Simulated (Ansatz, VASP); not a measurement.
**Two plane-wave programs on AlN**

```
Al N
1.0
     2.83285    0.00000    0.00000
    -1.41643    2.45332    0.00000
     0.00000    0.00000    4.84101
Al N
2 2
Direct
  0.00000 0.00000 0.00000
  0.00000 0.00000 0.50000
  0.33333 0.66667 0.25000
  0.66667 0.33333 0.75000
```

Alike in both runs: task single point; functional r2SCAN; k mesh 12 × 12 × 6; no spin polarisation.

|  | VASP | Ansatz |
| --- | --- | --- |
| version | VASP 6.6.1 | Ansatz 0.2.0 |
| potentials or method | VASP PAW PBE potentials, release 64 (Al, N) | plane waves, PAW |
| plane-wave cutoff (eV) | 520 | 500 |
| occupations | gaussian, width 0.01 eV | fixed |
| valence electrons in the cell | 16 | 16 |

```tsv
	VASP	Ansatz	Ansatz less VASP
gap on the k mesh at the Fermi level (eV)	5.69	5.69	+0.002
```

 A k mesh can miss the band edges. r2SCAN opens gaps a little over a GGA but as a rule still falls short of measured ones.
